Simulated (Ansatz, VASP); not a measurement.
# One calculation of SrO, two programs

The input INCAR:

```
SYSTEM = SrO
PREC = Accurate ; ENCUT = 520
EDIFF = 1E-6 ; ISMEAR = -1
SIGMA = 0.05 ; LREAL = .FALSE.
LASPH = .TRUE. ; NELM = 100
ALGO = Normal ; ISIF = 2
LWAVE = .FALSE. ; LCHARG = .FALSE.
GGA = RP ; NBANDS = 15
```

KPOINTS

```
Automatic mesh
0
G
  9 9 9
  0 0 0
```

File POSCAR:

```
SrO
1.0
    0.0000000000      2.6000709780      2.6000709780
    2.6000709780      0.0000000000      2.6000709780
    2.6000709780      2.6000709780      0.0000000000
Sr O
1 1
Direct
    0.5000000000      0.5000000000      0.5000000000
    0.0000000000      0.0000000000      0.0000000000
```

Contents of input.yaml:

```yaml
crystal:
  lattice:
    - [0.0, 2.600070978, 2.600070978]
    - [2.600070978, 0.0, 2.600070978]
    - [2.600070978, 2.600070978, 0.0]
  atoms:
    - { symbol: Sr, position: [0.5, 0.5, 0.5] }
    - { symbol: O, position: [0.0, 0.0, 0.0] }
hamiltonian:
  xc: rpbe
  pseudopotentials: { kind: paw }
kpoints:
  mp_grid: { grid: [9, 9, 9] }
scf:
  occupations: { method: fermi_dirac, width: 0.05 }
output:
  forces: true
  stress: true
  eigenvalues: true
  write_density: true
  write_potential: true
  elf: true
  volumetric_format: npy
```

Alike in both runs: task single point; functional RPBE; k mesh 9 × 9 × 9; occupations fermi-dirac, width 0.05 eV; no spin polarisation.

```csv
,VASP,Ansatz
version,VASP 6.6.1,Ansatz 0.2.0
potentials or method,"VASP PAW PBE potentials, release 64 (Sr_sv, O)",Ansatz PAW
plane-wave cutoff (eV),520,420
valence electrons in the cell,16,16
```

```csv
,VASP,Ansatz,Ansatz less VASP
gap on the k mesh at the Fermi level (eV),3.45,3.50,+0.048
least direct gap on the mesh (eV),3.57,3.60,+0.038
pressure (GPa),3.2,2.7,-0.51
```

The functional is the same, so the differences come from potentials, cutoffs and numerics.

Caveats: the PAW data sets were made with another functional, which shifts forces and pressure a little (VASP); an odd mesh through Γ misses points on the zone boundary, where band edges often lie (VASP); odd divisions of the mesh miss points on the zone boundary, where band edges often lie, so the gap on the mesh can be too wide (Ansatz); the PAW data sets come from PBE, with cores solved anew for the run's functional, which leaves a small shift of forces and pressure (Ansatz). RPBE gaps usually lie below the measured ones, often by a third to a half.
